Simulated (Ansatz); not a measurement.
The system is Au.

```
Au
1.0
     2.81549    0.00000    0.00000
    -0.01296    2.82018    0.00000
    -1.13789   -1.18541    4.92401
Au
2
Direct
  0.67286 0.66596 0.27405
  0.32714 0.33404 0.72594
```

This isn't the form of Au at room conditions, which is fcc.

| Quantity | Value |
| --- | --- |
| Program | Ansatz 0.2.0 |
| Task | single point |
| Functional | PBEsol |
| Potentials or basis | Ansatz PAW |
| Cutoff | 420 eV (not typed: the program's choice for these potentials) |
| k mesh | 10 × 10 × 6 |
| Occupations | fermi-dirac, width 0.05 eV |
| Spin | no spin polarisation |

On this cell: pressure -8.0 GPa; largest force 0.127 eV/Å; band gap on the k mesh none (metal or under the smearing width).

The same run follows on a disturbed copy (atoms moved at random, drawn with an rms of 0.05 Å):

```
Au
1.0
     2.81549    0.00000    0.00000
    -0.01296    2.82018    0.00000
    -1.13789   -1.18541    4.92401
Au
2
Cartesian
  1.5605 1.4674 1.3379
  0.0951 0.0547 3.5703
```

Q: What changes?

A: The energy (extrapolated to zero smearing) moves by +1.8 meV/atom; pressure -7.9 GPa; largest force 0.224 eV/Å; band gap on the k mesh none (metal or under the smearing width).

Forces in eV/Å, atoms in the order of the input:
```
Au   0.041  0.041  0.216
Au  -0.041 -0.041 -0.216
```

Stress tensor (GPa, compression positive):
```
-8.68  0.13  0.55
 0.13 -8.94  0.21
 0.55  0.21 -6.08
```

Caveats: the PAW data sets come from PBE, with cores solved anew for the run's functional, which leaves a small shift of forces and pressure.
